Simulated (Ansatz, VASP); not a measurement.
# NaCl: VASP beside Ansatz

```
Na Cl
1.0
     3.50219    0.00000    0.16408
     0.00000    3.50219    0.00000
     0.16408    0.00000    3.50219
Na Cl
1 1
Direct
  0.00000 0.00000 0.00000
  0.50000 0.50000 0.50000
```

Change from the starting cell: strain +0.0937 x Voigt [0, 0, 0, 0, 1, 0], atoms carried along.

Alike in both runs: task single point; functional PBEsol; k mesh 6 × 6 × 6; occupations gaussian, width 0.05 eV; no spin polarisation.

|  | VASP | Ansatz |
| --- | --- | --- |
| version | VASP 6.6.1 | Ansatz 0.2.0 |
| potentials or method | VASP PAW PBE potentials, release 64 (Na_pv, Cl) | scalar-relativistic, plane waves, PAW |
| plane-wave cutoff (eV) | 520 | 420 |
| valence electrons in the cell | 14 | 16 |

|  | VASP | Ansatz | Ansatz less VASP |
| --- | --- | --- | --- |
| gap on the k mesh at the Fermi level (eV) | 3.88 | 3.88 | +0.003 |
| least direct gap on the mesh (eV) | 4.23 | 4.23 | +0.002 |
| pressure (GPa) | -1.0 | -1.0 | 0.00 |
| largest component of the traceless stress (GPa) | 0.19 | 0.20 | +0.013 |

The functional is the same, so the differences come from potentials, cutoffs and numerics. The two sets of potentials don't hold the same shells in valence.

Caveats: the PAW data sets were made with another functional, which shifts forces and pressure a little (VASP). A k mesh can miss the band edges.
